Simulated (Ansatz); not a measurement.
**Relaxing HfB**

All numbers below come from DFT PBEsol, scalar-relativistic, plane waves, PAW (Ansatz). Run with 420 eV cutoff, 16×16×16 k-mesh, Gaussian smearing of 0.10 eV, no spin polarisation.

What was changed: relaxed at 8 GPa.

Spin–orbit coupling is left out, which can shift energies with elements as heavy as these.

Other phases may be more stable at this pressure.

Command:

```bash
ansatz run input.yaml --threads 1 --pin off --max-ram 2560MiB --backend cpu --events-out ev --progress --plain --runs-dir out
```

Input:

```yaml
crystal:
  lattice:
    - [0.0, 2.3605947547, 2.3605947547]
    - [2.3605947547, 0.0, 2.3605947547]
    - [2.3605947547, 2.3605947547, 0.0]
  atoms:
    - { symbol: Hf, position: [0.5, 0.5, 0.5] }
    - { symbol: B, position: [0.0, 0.0, 0.0] }
basis:
  ecutwfc: 420
kpoints:
  mp_grid: { grid: [16, 16, 16] }
hamiltonian:
  xc: pbesol
scf:
  occupations: { method: gaussian, width: 0.1 }
output:
  forces: true
  stress: true
  eigenvalues: true
  write_density: true
  write_potential: true
  elf: true
  volumetric_format: npy
relax:
  adjacent_minimum: "off"
  f_tol: 0.008
  max_steps: 50
  cell: { stress_tol: 0.08, p_target: 8.0 }
```

F is the free energy. Steps run on the plane waves of an earlier cell, but the last one, and at times one on the way, on a freshly chosen basis, so a repeated geometry can differ a little in energy. The relaxation lowers the enthalpy F + PV at the target pressure, so F itself can rise.

Steps:

```csv
step,F − F(1) (eV),largest force component (eV/Å),V (Å³/atom),P (GPa)
1,0.0000,0.000,13.154,8.13
2,-0.0015,0.000,13.170,7.89
3,-0.0008,0.000,13.163,8.00
4,-0.0008,0.000,13.163,8.00
```

Relaxed structure:

```cif
data_structure
_symmetry_space_group_name_H-M 'P 1'
_symmetry_Int_Tables_number 1
_cell_length_a 3.3391
_cell_length_b 3.3391
_cell_length_c 3.3391
_cell_angle_alpha 60.000
_cell_angle_beta 60.000
_cell_angle_gamma 60.000
_cell_volume 26.33
loop_
_atom_site_label
_atom_site_type_symbol
_atom_site_fract_x
_atom_site_fract_y
_atom_site_fract_z
_atom_site_occupancy
Hf1 Hf 0.50000 0.50000 0.50000 1
B1 B 0.00000 0.00000 0.00000 1
```

Symmetry: Fm-3m, No. 225, cubic system. The conventional cell has a = 4.722 Å, b = 4.722 Å, c = 4.722 Å, α = 90.00°, β = 90.00°, γ = 90.00°. Hf (site symmetry m-3m) has 6 B at 2.36 Å as nearest neighbours. B (site symmetry m-3m) has 6 Hf at 2.36 Å as nearest neighbours.

The run converged. Time: 16 s on 1 thread of Arm Neoverse V2 (shared host), peak memory 0.37 GiB.